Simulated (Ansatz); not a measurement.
## Au: enthalpy under pressure, worked through

All numbers below come from DFT PBE, scalar-relativistic, plane waves, PAW (Ansatz). (420 eV cutoff, 18×18×18 k-mesh, Gaussian smearing of 0.10 eV, no spin polarisation)

The relaxed crystal:

```
Au
1.0
    -1.65065    1.65065    1.65065
     1.65065   -1.65065    1.65065
     1.65065    1.65065   -1.65065
Au
1
Direct
  0.00000 0.00000 0.00000
```

Cell and atoms were relaxed at each target pressure within the start's symmetry (Im-3m), at zero temperature; other phases can be more stable under pressure. H = E + PV with P the target; E is the free energy at the smearing used, whose derivative the pressure is, per atom and counted from zero pressure. The mesh named is that at zero pressure; some other pressures ran on another.

Spin–orbit coupling is left out, which can shift energies with elements as heavy as these.

```tsv
P (GPa)	V (Å³/atom)	E − E0 (meV)	H − H0 (meV)
0	17.990	0.0	0.0
1	17.865	0.4	111.9
4	17.521	5.7	443.1
12	16.780	41.8	1298.6
25	15.896	141.7	2622.1
50	14.731	408.6	5005.9
90	13.539	918.1	8523.3
```

Problem. Thermodynamics gives dH/dP = V along a relaxed path. Integrate V over P by the trapezoid rule and compare with the computed enthalpies.

Solution. With 1 eV/Å³ = 160.22 GPa, each step adds the mean volume times ΔP / 160.22:
| P (GPa) | ∫V dP (meV) | H − H0 (meV) | difference (meV) |
| --- | --- | --- | --- |
| 1 | 111.9 | 111.9 | 0.0 |
| 4 | 443.2 | 443.1 | 0.1 |
| 12 | 1299.6 | 1298.6 | 1.0 |
| 25 | 2625.2 | 2622.1 | 3.1 |
| 50 | 5014.7 | 5005.9 | 8.8 |
| 90 | 8543.7 | 8523.3 | 20.4 |

V(P) curves upward, so the trapezoid rule runs high; integrating a smooth curve through the same points puts that excess at about 20.8 meV at 90 GPa, against the 20.4 meV found.

Problem. At 90 GPa, how much of the enthalpy change is stored energy and how much is the PV term?

Solution. E rises by 918 meV/atom and PV is 90 × 13.539 / 160.22 = 7605 meV/atom, so PV makes 89 % of ΔH. So between rival structures at high pressure a small difference in volume can outweigh the difference in energy: 1 % of this volume is worth 76.1 meV/atom at this pressure.

Problem. What bulk modulus do the lowest pressures give?

Solution. From the pressures that the runs reached, -1.00 GPa (18.123 Å³) and 0.99 GPa (17.865 Å³), B = −ΔP/Δln V = 1.99 / 0.0144 = 139 GPa, a mean over that range.

This bcc form isn't the element's structure at ambient conditions.